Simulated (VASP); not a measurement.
# Br under changes of volume

One of the cells (34.668 Å³/atom); the others are scaled copies at fixed shape and fractional positions:

```
CELL_PARAMETERS angstrom
3.38552 -2.33793 0.00000
3.38552 2.33793 0.00000
0.00000 0.00000 8.75993
ATOMIC_POSITIONS crystal
Br 0.36510 0.63490 0.39010
Br 0.13490 0.86510 0.89010
Br 0.63490 0.36510 0.60990
Br 0.86510 0.13490 0.10990
```

| Quantity | Value |
| --- | --- |
| Program | VASP 6.6.1 |
| Functional | PBEsol |
| Potentials or basis | VASP PAW PBE potentials, release 64 (Br) |
| Cutoff | 520 eV |
| k mesh | 7 × 7 × 3 |
| Occupations | fermi-dirac, width 0.05 eV |
| Spin | no spin polarisation |

| volume (Å³/atom) | energy over the lowest point (meV/atom) | pressure (GPa) | gap on the mesh (eV) | largest force (eV/Å) |
| --- | --- | --- | --- | --- |
| 31.949 | 13.54 | 2.1 | 2.03 | 1.530 |
| 32.629 | 6.02 | 1.4 | 1.97 | 1.250 |
| 33.308 | ? | ? | ? | ? |
| 34.668 | 0.00 | -0.4 | 1.78 | 0.527 |
| 35.348 | 2.54 | -0.8 | 1.72 | 0.325 |
| 36.028 | 6.93 | -1.2 | 1.67 | 0.159 |

**Question.** What does the run at 33.308 Å³/atom give?

**Answer.** Energy over the lowest point 1.47 meV/atom; pressure 0.7 GPa; gap on the mesh 1.90 eV; largest force 0.990 eV/Å.

Worked out: A Birch-Murnaghan fit of order 3 (a polynomial in V^(-2/3)) to the other rows has its minimum at 34.19 Å³/atom with B0 = V·E''(V) = 27 GPa and B' = 4.9 at fixed shape and positions, which overstates the stiffness. It gives 1.47 meV/atom at 33.308 Å³/atom, against the run's 1.47, and -dE/dV = 0.7 GPa, against 0.7. A straight line through the other rows of the gap, of slope -3.04 eV per unit of ln V, gives 1.90 eV, against the run's 1.90.

Energies are extrapolated to zero smearing.

Caveats: the PAW data sets were made with another functional, which shifts forces and pressure a little; an odd mesh through Γ misses points on the zone boundary, where band edges often lie. Spin-orbit coupling on Br is left out.
